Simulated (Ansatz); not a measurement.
Runs of Ansatz 0.2.0 on TePb. The structure is cubic, space group Fm-3m (No. 225). Conventional cell: a = 6.462 Å, b = 6.462 Å, c = 6.462 Å, α = 90.00°, β = 90.00°, γ = 90.00°. Pb (site symmetry m-3m) has 6 Te at 3.23 Å as nearest neighbours. Te (site symmetry m-3m) has 6 Pb at 3.23 Å as nearest neighbours. 

| task | potentials or basis | spin | cell | k mesh | cutoff (eV) | basis error allowed | pressure (GPa) |
| --- | --- | --- | --- | --- | --- | --- | --- |
| band structure | all-electron PAW datasets made for the crystal | off | as given | 7 × 7 × 7 | 240 | - | -0.4 |
| band structure | all-electron LAPW, inner shells corrected to Dirac's equation | off | as given | 7 × 7 × 7 | 179 | 0.001 eV/atom | -0.4 |
| relaxation of cell and atoms | all-electron LAPW, scalar-relativistic | off | relaxed to 30 GPa | 7 × 7 × 7 | - | 0.001 eV/atom | 30.0 |
| band structure | all-electron LAPW, scalar-relativistic | off | as given | 7 × 7 × 7 | 179 | 0.001 eV/atom | -0.4 |
| band structure | all-electron LAPW, relativistic spinors | SOC, no magnetisation | as given | 5 × 5 × 5 | 179 | 0.001 eV/atom | (a) |
| relaxation of cell and atoms | all-electron LAPW, scalar-relativistic | off | relaxed to 20 GPa | 7 × 7 × 7 | - | 0.001 eV/atom | 20.0 |
| relaxation of cell and atoms | all-electron LAPW, scalar-relativistic | off | relaxed to 5 GPa | 7 × 7 × 7 | - | 0.001 eV/atom | 5.0 |
| band structure | all-electron LAPW, scalar-relativistic | off | as given | 5 × 5 × 5 | 179 | 0.001 eV/atom | -0.4 |
| relaxation of cell and atoms | all-electron LAPW, scalar-relativistic | off | relaxed to 10 GPa | 7 × 7 × 7 | - | 0.001 eV/atom | 10.0 |
| band structure | all-electron LAPW, non-relativistic | off | as given | 7 × 7 × 7 | 178 | 0.001 eV/atom | 0.7 |
| relaxation of cell and atoms | all-electron LAPW, scalar-relativistic | off | relaxed | 7 × 7 × 7 | - | 0.001 eV/atom | 0.0 |

Alike in all rows: level PBEsol; smearing fermi-dirac 0.05 eV.

Task: Fill in the values left out.

Result: (a) -0.6.

Caveats: relativity is left out, which matters for the heavier elements (some runs).

The runs don't all hold the same shells in valence.
